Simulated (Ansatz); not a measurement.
Crystal: YN.

```xyz
2
Lattice="0.0000 2.4385 2.4385 2.4385 0.0000 2.4385 2.4385 2.4385 0.0000" Properties=species:S:1:pos:R:3 pbc="T T T"
Y     0.0000    0.0000    0.0000
N     2.4385    2.4385    2.4385
```

Program: Ansatz 0.2.0. Alike in all runs: task single point; potentials or basis Ansatz PAW; no spin polarisation; cell as given; k mesh 5 × 5 × 5; smearing fermi-dirac 0.05 eV; the mesh is coarse, so values aren't converged.

Task: Order these runs on this cell by their pressure, lowest first.
A. level r2SCAN0; cutoff (eV) 500
B. level HF; cutoff (eV) 420
C. level r2SCAN50; cutoff (eV) 500
D. level B3LYP; cutoff (eV) 420
E. level PBEsol0; cutoff (eV) 420

Result: E (-2.8 GPa), C (-0.9 GPa), A (0.7 GPa), D (5.2 GPa), B (9.8 GPa).

Caveats: all runs use coarse meshes; the PAW data sets come from PBE, with cores solved anew for the run's functional, which leaves a small shift of forces and pressure; the thresholds are loose for stress.
